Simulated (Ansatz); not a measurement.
# AlP: H interstitial

These are results of DFT PBE, scalar-relativistic, plane waves, PAW in Ansatz, not measurements. (420 eV cutoff, 2×2×2 k-mesh, shifted by half a step, Gaussian smearing of 0.01 eV, collinear spin in charge 0 alone)

Host crystal, relaxed:

```
Al P
1.0
     0.00000    2.75367    2.75367
     2.75367    0.00000    2.75367
     2.75367    2.75367    0.00000
Al P
1 1
Direct
  0.00000 0.00000 0.00000
  0.75000 0.75000 0.75000
```

Supercell of 32 atoms, rows in host cell vectors: 1 1 -3; 1 1 1; 1 -3 1. Atoms relax at the host's cell, keeping the symmetry that the supercell leaves at the site. The cell is small, so energies carry finite-size errors of tenths of an eV. The host's Kohn–Sham gap is 1.63 eV. Atoms are taken from and returned to the elements' standard states. Charged cells are corrected for image charges with the computed static dielectric tensor (mean 10.4) and aligned with the host's potential at far atoms (alignment terms reach 0.10 eV; the program doubts the alignment in some charges, where it is up to 0.10 eV). No band-filling term is added, and the Fermi level counts from the host's valence band top.

Defect: H interstitial set at (0.500, 0.500, 0.500) of the host cell. Before relaxation its nearest neighbours are 4 P at 2.38 Å, 6 Al at 2.75 Å.

```tsv
charge	E_f at the valence band top (eV)	over the neutral state (eV)	moment (μB)	largest move (Å)	atoms near the site
+1	2.00	-0.26	0.00	0.05	4 P at 2.33 Å, 6 Al at 2.79 Å
0	2.26	0.00	1.00	0.01	4 P at 2.39 Å, 6 Al at 2.75 Å
-1	3.80	1.54	0.00	0.05	4 P at 2.43 Å, 6 Al at 2.70 Å
```

Among the charges computed the stable one is +1 at the valence band top, changing to 0 at 0.26 eV, changing to -1 at 1.54 eV. Without the alignment that the program doubts, the level (0/-1) would lie at 1.64 eV, outside the gap, so these runs don't decide whether the defect changes charge there. Other sites of the defect weren't tried.